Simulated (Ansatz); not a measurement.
Relaxed LiI (rock salt):

```
CELL_PARAMETERS angstrom
      0.00000     6.01904     6.01904
      3.00952     3.00952     6.01904
      3.00952     3.00952     0.00000
ATOMIC_POSITIONS crystal
  I  0.00000 0.00000 0.00000
  I  0.50000 0.00000 0.00000
  Li 0.00000 0.50000 0.50000
  Li 0.50000 0.50000 0.50000
```

A phonon eigenvector at X = (0.5, 0.5, 0.0) is frozen into this cell: atom i moves by Q times the vector below, so Q is the largest atomic displacement, in Å. The cell is held. It is one choice among 2 degenerate patterns. (q is in reciprocal vectors of the primitive cell; the cell shown is doubled to hold the pattern.)

| atom | x | y | z |
|---|---|---|---|
| I1 | 0.000 | 0.058 | 0.000 |
| I2 | 0.000 | -0.058 | 0.000 |
| Li3 | 0.000 | 1.000 | 0.000 |
| Li4 | 0.000 | -1.000 | 0.000 |

The numbers are results of PBE (plane waves to 420 eV, PAW, scalar-relativistic; Ansatz, a first-principles code), not measurements. k mesh 10×10×10 (Γ-centred), Fermi-Dirac smearing 0.05 eV. The energy includes the smearing's −TS. LiI was relaxed with its symmetry unable to fall. Spin-orbit coupling is left out, though I is heavy. ΔE is measured from the undisplaced structure.

Successive frames, forces in eV/Å:

```tsv
frame	ΔE (eV/cell)	F on I1	F on I2	F on Li3	F on Li4
Q = 0.150 Å	0.0104	(0.000, -0.075, 0.000)	(0.000, 0.075, 0.000)	(0.000, -0.073, 0.000)	(0.000, 0.073, 0.000)
Q = 0.120 Å	0.0064	(0.000, -0.056, 0.000)	(0.000, 0.056, 0.000)	(0.000, -0.054, 0.000)	(0.000, 0.054, 0.000)
Q = 0.090 Å	0.0035	(0.000, -0.040, 0.000)	(0.000, 0.040, 0.000)	(0.000, -0.038, 0.000)	(0.000, 0.038, 0.000)
```

**Question.** What are the energy and the forces in the next frame, Q = 0.060 Å?

**Answer.** ΔE (eV/cell) = 0.0015.

```
atom     Fx      Fy     Fz
----  -----  ------  -----
I1    0.000  -0.025  0.000
I2    0.000   0.025  0.000
Li3   0.000  -0.024  0.000
Li4   0.000   0.024  0.000
```

(For displaced atoms, the force is minus the slope of the energy, and its curvature is a force constant, which sets phonon frequencies.)
